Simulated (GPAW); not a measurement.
Runs of GPAW 26.7.0 on Ti. Symmetry: P6_3/mmc, No. 194, hexagonal system. The conventional cell has a = 2.950 Å, b = 2.950 Å, c = 4.680 Å, α = 90.00°, β = 90.00°, γ = 120.00°. Ti (site symmetry -6m2) is surrounded by 12 Ti at 2.89 to 2.95 Å. 

```csv
task,level,potentials or basis,cell,optimizer,fmax,max steps,target pressure,band path,gap on the mesh (eV),pressure (GPa),relaxed volume (Å³/atom)
relaxation of cell and atoms,r2SCAN+D3(BJ),"GPAW PAW data sets (gpaw-data 1.2.1), pw",relaxed,FIRE,0.05 eV/Å,60,-,-,none,-0.1,(a)
relaxation of cell and atoms,PW91,"PAW data sets generated in the run's folder for this functional, pw",relaxed to 5 GPa,FIRE,0.01 eV/Å,100,5 GPa,-,none,5.0,-
relaxation of cell and atoms,AM05+D4,"PAW data sets generated in the run's folder for this functional, pw",relaxed,FIRE,0.02 eV/Å,100,-,-,none,-0.1,16.58
band structure,LDA,"the program's PAW data sets (release 1.2.1) made for this functional, pw",as given,-,-,-,-,"GMKGALHA,LM,KH",-,-10.2,-
```

Alike in all rows: no spin polarisation; k mesh 7 × 7 × 4; cutoff (eV) 600; smearing fermi-dirac 0.05 eV.

Task: Fill in the values left out.

Result: (a) 16.90.

Caveats: later steps reuse the first step's grids (some runs); pairwise dispersion overbinds metals, which lowers pressure and volume (some runs); the PAW data sets were made with another functional, which shifts forces and pressure a little (some runs).

A gap of «none» marks a metal or a gap under the smearing width.
